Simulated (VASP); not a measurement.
# Tl (Im-3m) in VASP: reference runs

Reference runs on Tl: the cell as given and a disturbed copy, and energy against volume gives the equilibrium volume and stiffness.

All numbers are computed with VASP 6.6.1; they aren't measurements. Logs are shortened: lines on timing, memory, paths and dates and some standing lists are left out, and cuts for length are marked.

## 1. The crystal as given

The structure is cubic, space group Im-3m (No. 229). The conventional cell has a = 3.912 Å, b = 3.912 Å, c = 3.912 Å, α = 90.00°, β = 90.00°, γ = 90.00°. Tl (site symmetry m-3m) has 8 Tl at 3.39 Å as nearest neighbours.

This isn't the form of Tl at room conditions, which is hcp.

## 2. Single point, PBE

File INCAR:

```
  PREC = Accurate
  ENCUT = 520
  EDIFF = 1E-7
  ISMEAR = -1
  SIGMA = 0.05
  LREAL = F
  LASPH = T
  NELM = 80
  ALGO = Normal
  ISIF = 2
  LWAVE = F
  LCHARG = T
  GGA = PE
  LELF = T
  LVHAR = T
  NBANDS = 12
```

File KPOINTS:

```
regular mesh
0
Gamma
  10 10 10
```

File POSCAR:

```
Tl
1.0
   -1.9559951735      1.9559951735      1.9559951735
    1.9559951735     -1.9559951735      1.9559951735
    1.9559951735      1.9559951735     -1.9559951735
Tl
1
Direct
    0.0000000000      0.0000000000      0.0000000000
```

Potentials or basis: VASP PAW PBE potentials, release 64 (Tl_d).

On the command line:

```console
$ cat potpaw_PBE.64/Tl_d/POTCAR > POTCAR
$ mpirun -np 1 vasp_std > vasp.out
```

OUTCAR:

```text
PREC = Accurate
   ENCUT = 520
   EDIFF = 1E-7
   ISMEAR = -1
   LREAL = F
   LASPH = T
   NELM = 80
   ISIF = 2
   GGA = PE

 ion  position               nearest neighbor table
   1  0.000  0.000  0.000-

  LATTYP: Found a body centered cubic cell.
 ALAT       =     3.9119903470

  Lattice vectors:

 A1 = (  -1.9559951735,   1.9559951735,   1.9559951735)
 A2 = (   1.9559951735,  -1.9559951735,   1.9559951735)
 A3 = (   1.9559951735,   1.9559951735,  -1.9559951735)

Analysis of symmetry for initial positions (statically):
=====================================================================
 Subroutine PRICEL returns:
 Original cell was already a primitive cell.

 Routine SETGRP: Setting up the symmetry group for a
 body centered cubic supercell.

 Subroutine GETGRP returns: Found 48 space group operations
 (whereof 48 operations were pure point group operations)
 out of a pool of 48 trial point group operations.

The static configuration has the point symmetry O_h .

Analysis of symmetry for dynamics (positions and initial velocities):
=====================================================================
 Subroutine PRICEL returns:
 Original cell was already a primitive cell.

 Routine SETGRP: Setting up the symmetry group for a
 body centered cubic supercell.

 Subroutine GETGRP returns: Found 48 space group operations
 (whereof 48 operations were pure point group operations)
 out of a pool of 48 trial point group operations.

The dynamic configuration has the point symmetry O_h .

 Subroutine INISYM returns: Found 48 space group operations
 (whereof 48 operations are pure point group operations),
 and found     1 'primitive' translations

----------------------------------------------------------------------------------------

                                     Primitive cell

  volume of cell :      29.9339

  direct lattice vectors                    reciprocal lattice vectors
    -1.955995174  1.955995174  1.955995174     0.000000000  0.255624353  0.255624353
     1.955995174 -1.955995174  1.955995174     0.255624353  0.000000000  0.255624353
     1.955995174  1.955995174 -1.955995174     0.255624353  0.255624353  0.000000000

  length of vectors
     3.387883020  3.387883020  3.387883020     0.361507426  0.361507426  0.361507426

  position of ions in fractional coordinates (direct lattice)
     0.000000000  0.000000000  0.000000000

  ion indices of the primitive-cell ions
   primitive index   ion index
                 1           1

----------------------------------------------------------------------------------------

 KPOINTS: regular mesh

Automatic generation of k-mesh.
 Grid dimensions read from file:
 generate k-points for:   10   10   10

 Generating k-lattice:

  Cartesian coordinates                     Fractional coordinates (reciprocal lattice)
     0.000000000  0.025562435  0.025562435     0.100000000  0.000000000  0.000000000
     0.025562435  0.000000000  0.025562435     0.000000000  0.100000000  0.000000000
     0.025562435  0.025562435  0.000000000     0.000000000  0.000000000  0.100000000

  Length of vectors
     0.036150743  0.036150743  0.036150743

  Shift w.r.t. Gamma in fractional coordinates (k-lattice)
     0.000000000  0.000000000  0.000000000

 Subroutine IBZKPT returns following result:
 ===========================================

 Found     47 irreducible k-points:

 Following reciprocal coordinates:
            Coordinates               Weight
  0.000000  0.000000  0.000000      1.000000
  0.100000  0.000000  0.000000     12.000000
  0.200000  0.000000  0.000000     12.000000
  0.300000  0.000000  0.000000     12.000000
  0.400000  0.000000  0.000000     12.000000
  0.500000  0.000000  0.000000      6.000000
[... 39 lines left out ...]
  0.500000  0.500000  0.400000     12.000000
  0.500000  0.500000  0.500000      1.000000
   k-points           NKPTS =     47   k-points in BZ     NKDIM =     47   number of bands    NBANDS=     12
   number of dos      NEDOS =    301   number of ions     NIONS =      1
   total plane-waves  NPLWV =  21952
   dimension x,y,z NGX =    28 NGY =   28 NGZ =   28
   dimension x,y,z NGXF=    56 NGYF=   56 NGZF=   56
   ions per type =               1
   NGX,Y,Z   is equivalent  to a cutoff of  13.74, 13.74, 13.74 a.u.
   NGXF,Y,Z  is equivalent  to a cutoff of  27.48, 27.48, 27.48 a.u.
 SYSTEM =  unknown system
   PREC   = accura    normal or accurate (medium, high low for compatibility)
   ISTART =      0    job   : 0-new  1-cont  2-samecut
   ICHARG =      2    charge: 1-file 2-atom 10-const
   ISPIN  =      1    spin polarized calculation?
   LNONCOLLINEAR =      F non collinear calculations
   LSORBIT =      F    spin-orbit coupling
   LASPH  =      T    aspherical Exc in radial PAW
   ENCUT  =  520.0 eV  38.22 Ry    6.18 a.u.   6.30  6.30  6.30*2*pi/ulx,y,z
   NELM   =     80;   NELMIN=  2; NELMDL= -5     # of ELM steps
   EDIFF  = 0.1E-06   stopping-criterion for ELM
   LREAL  =      F    real-space projection
   EDIFFG = 0.1E-05   stopping-criterion for IOM
   NSW    =      0    number of steps for IOM
   IBRION =     -1    ionic relax: 0-MD 1-quasi-New 2-CG
   NFREE  =      0    steps in history (QN), initial steepest desc. (CG)
   ISIF   =      2    stress and relaxation
   ISYM   =      2    0-nonsym 1-usesym 2-fastsym
   POTIM  = 0.5000    time-step for ionic-motion
   TEBEG  =    0.0;   TEEND  =   0.0 temperature during run
   PSTRESS=    0.0 pullay stress
   NELECT =      13.0000    total number of electrons
   NUPDOWN=      -1.0000    fix difference up-down
   EMIN   =  10.00;   EMAX   =-10.00  energy-range for DOS
   EFERMI =   0.00;   METHOD = LEGACY
   ISMEAR =    -1;   SIGMA  =   0.05  broadening in eV -4-tet -1-fermi 0-gaus
   EFERMI_NEDOS =   21; number of points for ismear=-14 and -15
   IALGO  =     38    algorithm
   IMIX   =      4    mixing-type and parameters
     AMIX     =   0.40;   BMIX     =  1.00
     AMIX_MAG =   1.60;   BMIX_MAG =  1.00
  volume/ion in A,a.u.               =      29.93       202.00
  Fermi-wavevector in a.u.,A,eV,Ry     =   1.239752  2.342792 20.911953  1.536985
  Thomas-Fermi vector in A             =   2.374222
   LORBIT       =      0    0 simple, 1 ext, 2 COOP (PROOUT), +10 PAW based schemes
   GGA     = PE    functional components
   LHFCALC =     F    Hartree Fock is set to
   AEXX    =    0.0000 exact exchange contribution
   IVDW    =     0    specifies the selected vdW correction
   LEPSILON=     F    determine dielectric tensor
   LRPA    =     F    only Hartree local field effects (RPA)
 non-spin polarized calculation
  energy-cutoff  :      520.00
  volume of cell :       29.93
 maximum number of plane-waves:       818
 NGX is ok and might be reduce to    28
   NGX = 13   NGY = 13   NGZ = 13

 number of electron      13.0000004 magnetization

 Free energy of the ion-electron system (eV)
  ---------------------------------------------------
  ext. energy  EPLUGINS =         0.00000000
  ---------------------------------------------------
  free energy    TOTEN  =        -2.22478526 eV

  energy without entropy =       -2.22204128  energy(sigma->0) =       -2.22341327

 E-fermi :   6.0531     XC(G=0):  -9.9666

 val. band max:        6.0010354695   @ k =  -0.4000   0.4000   0.2000
 cond. band min:       6.2268396415   @ k =  -0.4000  -0.4000   0.2000
 fundamental gap:      0.2258041720
 Fermi energy:         6.0530742862

 k-point     1 :       0.0000    0.0000    0.0000
  band No.  band energies     occupation
      1      -5.5105      2.00000
      2      -5.5105      2.00000
      3      -5.5105      2.00000
      4      -5.1242      2.00000
      5      -5.1242      2.00000
      6      -3.6331      2.00000
      7      16.4649      0.00000
      8      16.4649      0.00000
      9      16.4649      0.00000
     10      18.3401      0.00000
     11      18.3401      0.00000
     12      18.3401      0.00000

 k-point     2 :       0.1000    0.0000    0.0000
  band No.  band energies     occupation
      1      -5.5263      2.00000
      2      -5.4997      2.00000
      3      -5.4538      2.00000
      4      -5.1410      2.00000
      5      -5.1245      2.00000
      6      -3.4146      2.00000
      7      14.4085      0.00000
      8      15.7199      0.00000
      9      16.0174      0.00000
     10      17.6093      0.00000
     11      18.1278      0.00000
     12      18.3156      0.00000

 k-point     3 :       0.2000    0.0000    0.0000
  band No.  band energies     occupation
      1      -5.5672      2.00000
      2      -5.4971      2.00000
      3      -5.3010      2.00000
      4      -5.1725      2.00000
      5      -5.1249      2.00000
      6      -2.7428      2.00000
      7      11.0877      0.00000
      8      14.2924      0.00000
      9      14.9764      0.00000
     10      16.8049      0.00000
     11      17.7263      0.00000
     12      18.8707      0.00000

 k-point     4 :       0.3000    0.0000    0.0000
  band No.  band energies     occupation
      1      -5.6173      2.00000
      2      -5.5429      2.00000
      3      -5.1769      2.00000
      4      -5.1246      2.00000
      5      -5.1035      2.00000
      6      -1.6153      2.00000
      7       7.9107      0.00000
      8      12.9675      0.00000
      9      13.9928      0.00000
     10      16.2581      0.00000
     11      17.3820      0.00000
     12      19.9775      0.00000

 k-point     5 :       0.4000    0.0000    0.0000
  band No.  band energies     occupation
      1      -5.6575      2.00000
      2      -5.6068      2.00000
      3      -5.1593      2.00000
      4      -5.1239      2.00000
      5      -4.9359      2.00000
      6      -0.1099      2.00000
      7       5.1477      2.00000
      8      12.0668      0.00000
      9      13.3448      0.00000
     10      15.9608      0.00000
     11      17.1682      0.00000
     12      21.3428      0.00000
[... 468 lines left out ...]
      1      -5.4776      2.00000
      2      -5.3971      2.00000
      3      -5.3179      2.00000
      4      -5.1923      2.00000
      5      -5.0251      2.00000
      6       0.4560      2.00000
      7       7.2266      0.00000
      8       8.9848      0.00000
      9      11.6838      0.00000
     10      14.4929      0.00000
     11      19.2653      0.00000
     12      19.6348      0.00000

 k-point    38 :       0.5000    0.5000    0.2000
  band No.  band energies     occupation
      1      -5.5360      2.00000
      2      -5.4349      2.00000
      3      -5.3388      2.00000
      4      -5.1832      2.00000
      5      -4.8914      2.00000
      6       1.6850      2.00000
      7       4.5765      2.00000
      8       9.8289      0.00000
      9      11.1465      0.00000
     10      16.8938      0.00000
     11      17.8195      0.00000
     12      19.4826      0.00000

 k-point    39 :      -0.4000    0.5000    0.2000
  band No.  band energies     occupation
      1      -5.5152      2.00000
      2      -5.4210      2.00000
      3      -5.3654      2.00000
      4      -5.1180      2.00000
      5      -4.9378      2.00000
      6       1.7827      2.00000
      7       5.5905      1.99981
      8       8.0545      0.00000
      9      11.8466      0.00000
     10      15.2936      0.00000
     11      17.2010      0.00000
     12      19.3258      0.00000

 k-point    40 :      -0.4000   -0.4000    0.2000
  band No.  band energies     occupation
      1      -5.4852      2.00000
      2      -5.4852      2.00000
      3      -5.3714      2.00000
      4      -4.9962      2.00000
      5      -4.9962      2.00000
      6       2.3713      2.00000
      7       6.2268      0.06005
      8       6.2268      0.06005
      9      12.4365      0.00000
     10      15.6720      0.00000
     11      15.6720      0.00000
     12      19.1645      0.00000

 [... further k-points ...]

------------------------ aborting loop because EDIFF is reached ----------------------------------------

  FORCE on cell =-STRESS in cart. coord.  units (eV):
  Direction    XX          YY          ZZ          XY          YZ          ZX
  --------------------------------------------------------------------------------------
  -------------------------------------------------------------------------------------
  Total        0.2425178      0.2425178      0.2425178      0.0000000      0.0000000     -0.0000000
  in kB       12.9804834     12.9804834     12.9804834      0.0000000      0.0000000     -0.0000000
  external PRESSURE =      12.9804834 kB  Pullay stress =       0.0000000 kB

 VOLUME and BASIS-vectors are now :
 -----------------------------------------------------------------------------
  energy-cutoff  :      520.00
  volume of cell :       29.93
      direct lattice vectors                 reciprocal lattice vectors
    -1.955995174  1.955995174  1.955995174     0.000000000  0.255624353  0.255624353
     1.955995174 -1.955995174  1.955995174     0.255624353  0.000000000  0.255624353
     1.955995174  1.955995174 -1.955995174     0.255624353  0.255624353  0.000000000

 POSITION                                       TOTAL-FORCE (eV/Angst)
 -----------------------------------------------------------------------------------
      0.00000      0.00000      0.00000        -0.000000     -0.000000      0.000000
 -----------------------------------------------------------------------------------
    total drift:                               -0.000000     -0.000000     -0.000000

  FREE ENERGIE OF THE ION-ELECTRON SYSTEM (eV)
  ---------------------------------------------------
  free  energy   TOTEN  =        -2.2247852564 eV

  energy  without entropy=       -2.2220412777  energy(sigma->0) =       -2.22341327
```

Wall time 10 s (1 thread of Intel Xeon Platinum 8488C (Sapphire Rapids), shared host); peak memory 0.15 GiB.

What came out:

```yaml
Free_energy: -2.2248 eV
Pressure: 1.3 GPa
Band_gap_on_the_k_mesh: none (metal or under the smearing width)
```

Levels at points of the mesh, in eV from the Fermi level:
```
           k point  band 4  band 5  band 6  band 7  band 8  band 9
(0.00, 0.00, 0.00)  -11.18  -11.18   -9.69   10.41   10.41   10.41
(0.50, 0.00, 0.00)  -11.18  -10.92   -4.99   -2.50    5.70    7.07
(0.50, 0.50, 0.50)  -10.99  -10.99   -1.78    1.50    1.50    1.50
```

The run has no spin-orbit coupling, so splittings on Tl are missing.

## 3. Single point, PBE (cell strained at random at fixed volume)

File INCAR:

```
SYSTEM = Tl
PREC = Accurate
ENCUT = 520
EDIFF = 1E-7
ISMEAR = -1
SIGMA = 0.05
LREAL = .False.
LASPH = .True.
NELM = 100
ALGO = Normal
ISIF = 2
LWAVE = .False.
LCHARG = .True.
GGA = PE
LELF = .True.
LVHAR = .True.
NBANDS = 12
```

File KPOINTS:

```
Automatic mesh
0
Gamma
  10 10 10
  0 0 0
```

File POSCAR:

```
Tl
1.0
   -1.9059030000      1.9307080000      1.9519950000
    1.9155580000     -1.9200880000      1.9510300000
    1.9871510000      2.0013360000     -1.9413750000
Tl
1
Direct
   -0.0137550000      0.0046210000      0.0043480000
```

Potentials or basis: VASP PAW PBE potentials, release 64 (Tl_d).

On the command line:

```console
$ cat potpaw_PBE.64/Tl_d/POTCAR > POTCAR
$ mpirun -np 1 vasp_std > vasp.out
```

OUTCAR:

```text
SYSTEM = Tl
   PREC = Accurate
   ENCUT = 520
   EDIFF = 1E-7
   ISMEAR = -1
   LREAL = .False.
   LASPH = .True.
   NELM = 100
   ISIF = 2
   GGA = PE

 ion  position               nearest neighbor table
   1  0.986  0.005  0.004-

  LATTYP: Found a triclinic cell.
 ALAT       =     3.3410504995
 B/A-ratio  =     1.6237841044
 C/A-ratio  =     1.0247957166
 COS(alpha) =     0.0059780598
 COS(beta)  =     0.3342760912
 COS(gamma) =     0.8116778350

  Lattice vectors:

[... 809 lines left out ...]
     11      19.1100      0.00000
     12      20.4545      0.00000

 [... further k-points ...]

------------------------ aborting loop because EDIFF is reached ----------------------------------------

  FORCE on cell =-STRESS in cart. coord.  units (eV):
  Direction    XX          YY          ZZ          XY          YZ          ZX
  --------------------------------------------------------------------------------------
  -------------------------------------------------------------------------------------
  Total        0.2477167      0.2225752      0.2858254     -0.1942908     -0.0239585     -0.0188356
  in kB       13.2587525     11.9130830     15.2984727    -10.3991913     -1.2823509     -1.0081561
  external PRESSURE =      13.4901027 kB  Pullay stress =       0.0000000 kB

 VOLUME and BASIS-vectors are now :
 -----------------------------------------------------------------------------
  energy-cutoff  :      520.00
  volume of cell :       29.93
      direct lattice vectors                 reciprocal lattice vectors
    -1.905903000  1.930708000  1.951995000    -0.005914891  0.253752701  0.255535707
     1.915558000 -1.920088000  1.951030000     0.255724328 -0.005974376  0.255595193
     1.987151000  2.001336000 -1.941375000     0.251048869  0.249136728 -0.001298918

 POSITION                                       TOTAL-FORCE (eV/Angst)
 -----------------------------------------------------------------------------------
     -1.86220      1.90398      1.92572        -0.000000      0.000000      0.000000
 -----------------------------------------------------------------------------------
    total drift:                                0.000001      0.000002      0.000006

  FREE ENERGIE OF THE ION-ELECTRON SYSTEM (eV)
  ---------------------------------------------------
  free  energy   TOTEN  =        -2.2205801330 eV

  energy  without entropy=       -2.2179592583  energy(sigma->0) =       -2.21926970
```

Run time: 93 s. Hardware: 1 thread of Intel Xeon Platinum 8488C (Sapphire Rapids), shared host; peak memory 0.29 GiB.

What came out:

* Free energy: -2.2206 eV
* Pressure: 1.3 GPa
* Band gap on the k mesh: none (metal or under the smearing width)

Levels at points of the mesh, in eV from the Fermi level:
| k point | band 4 | band 5 | band 6 | band 7 | band 8 | band 9 |
| --- | --- | --- | --- | --- | --- | --- |
| (0.00, 0.00, 0.00) | -11.22 | -11.21 | -9.72 | 9.86 | 10.40 | 10.67 |
| (0.50, 0.00, 0.00) | -11.21 | -10.97 | -5.08 | -2.56 | 5.65 | 7.19 |
| (0.00, 0.50, 0.00) | -11.21 | -10.96 | -5.03 | -2.54 | 5.55 | 7.07 |
| (0.50, 0.50, 0.00) | -11.24 | -10.93 | -4.74 | -2.43 | 5.39 | 6.95 |
| (0.00, 0.00, 0.50) | -11.19 | -10.99 | -5.34 | -2.65 | 5.98 | 7.21 |
| (0.50, 0.00, 0.50) | -11.21 | -10.96 | -4.96 | -2.51 | 5.43 | 7.08 |
| (0.00, 0.50, 0.50) | -11.22 | -10.96 | -5.00 | -2.53 | 5.53 | 7.20 |
| (0.50, 0.50, 0.50) | -11.02 | -10.98 | -1.81 | 1.27 | 1.50 | 1.62 |

Spin-orbit coupling is left out, which matters for the levels of Tl.

## 4. Equation of state, PBE, 28.14 Å³/atom (volume scaled by 0.94)

File INCAR:

```
SYSTEM = Tl
PREC = Accurate ; ENCUT = 520
EDIFF = 1E-7 ; ISMEAR = -1
SIGMA = 0.05 ; LREAL = .FALSE.
LASPH = .TRUE. ; NELM = 60
ALGO = Normal ; ISIF = 2
LWAVE = .FALSE. ; LCHARG = .FALSE.
GGA = PE ; NBANDS = 12
```

File KPOINTS:

```
Automatic mesh
0
G
  10 10 10
  0 0 0
```

File POSCAR:

```
Tl
1.0
   -1.9160657007      1.9160657007      1.9160657007
    1.9160657007     -1.9160657007      1.9160657007
    1.9160657007      1.9160657007     -1.9160657007
Tl
1
Direct
    0.0000000000      0.0000000000      0.0000000000
```

On the command line:

```console
$ cat potpaw_PBE.64/Tl_d/POTCAR > POTCAR
$ mpirun -np 1 vasp_std > vasp.out
```

Run time: 10 s. Hardware: 1 thread of Intel Xeon Platinum 8488C (Sapphire Rapids), shared host; peak memory 0.16 GiB.

It converged, with:

- Free energy: -2.1962 eV
- Pressure: 3.8 GPa
- Band gap on the k mesh: none (metal or under the smearing width)

## 5. Equation of state, PBE, 28.74 Å³/atom (volume scaled by 0.96)

File INCAR:

```
SYSTEM = Tl
  PREC = Accurate
  ENCUT = 520
  EDIFF = 1E-7
  ISMEAR = -1
  SIGMA = 0.05
  LREAL = .False.
  LASPH = .True.
  NELM = 100
  ALGO = Normal
  ISIF = 2
  LWAVE = .False.
  LCHARG = .False.
  GGA = PE
  NBANDS = 12
```

File KPOINTS:

```
Automatic mesh
0
Gamma
  10 10 10
  0 0 0
```

File POSCAR:

```
Tl
1.0
   -1.9295595657      1.9295595657      1.9295595657
    1.9295595657     -1.9295595657      1.9295595657
    1.9295595657      1.9295595657     -1.9295595657
Tl
1
Direct
    0.0000000000      0.0000000000      0.0000000000
```

On the command line:

```console
$ cat potpaw_PBE.64/Tl_d/POTCAR > POTCAR
$ mpirun -np 1 vasp_std > vasp.out
```

Wall time 12 s (1 thread of Intel Xeon Platinum 8488C (Sapphire Rapids), shared host); peak memory 0.16 GiB.

The run converged. Its results:

| Item | Value |
| --- | --- |
| Free energy | -2.2089 eV |
| Pressure | 2.8 GPa |
| Band gap on the k mesh | none (metal or under the smearing width) |

(Continued in part 2 of 2.)
